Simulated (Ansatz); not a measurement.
Stationary points along a deformation path in GaSb

Computed with Ansatz, DFT LDA, scalar-relativistic, plane waves, PAW. Settings: plane waves to 420 eV, k-mesh 16×16×16 (Γ-centred), Gaussian smearing 0.15 eV. No spin polarisation. Energies are free energies at this smearing, counted from the undisturbed cell; pressure is positive in compression.

The starting cell (as given, not relaxed at this level; it stands at -1.7 GPa):

```
Ga Sb
1.0
     0.00000    3.05900    3.05900
     3.05900    0.00000    3.05900
     3.05900    3.05900    0.00000
Ga Sb
1 1
Direct
  0.00000 0.00000 0.00000
  0.75000 0.75000 0.75000
```

At fixed volume and fractional coordinates, lengths along (0.000, 0.000, 1.000) are scaled against those across it; ρ is that ratio over its starting value. V = 28.625 Å³/atom. Δσ is the stress along the axis less the mean stress across it (compression positive).

```
    ρ  ΔE (meV/atom)  Δσ (GPa) space group
0.707          181.3      5.85        I-4m2
0.850           57.2      5.06        I-4m2
1.000            0.0      0.00        F-43m
1.200          106.1    -10.07        I-4m2
1.414          347.6    -11.76        I-4m2
```

Task: How does the stress give the slope of the energy, and where is the energy stationary?

Result: Along the path d ln(length) is 2/3 d ln ρ on the axis and −1/3 d ln ρ across it, so dE/d ln ρ = −(2/3) V Δσ: the energy falls with ρ where Δσ is positive. Δσ vanishes or changes sign at ρ = 1.000 (F-43m), a minimum at 0.0 meV/atom. Pairs of stationary points between two samples would go unseen, and could change a minimum read from distant neighbours into a maximum. At ρ = 1.000 the cell is cubic, where symmetry alone makes the stress isotropic and the slope zero.

In a metal these slopes depend on the k mesh and the smearing.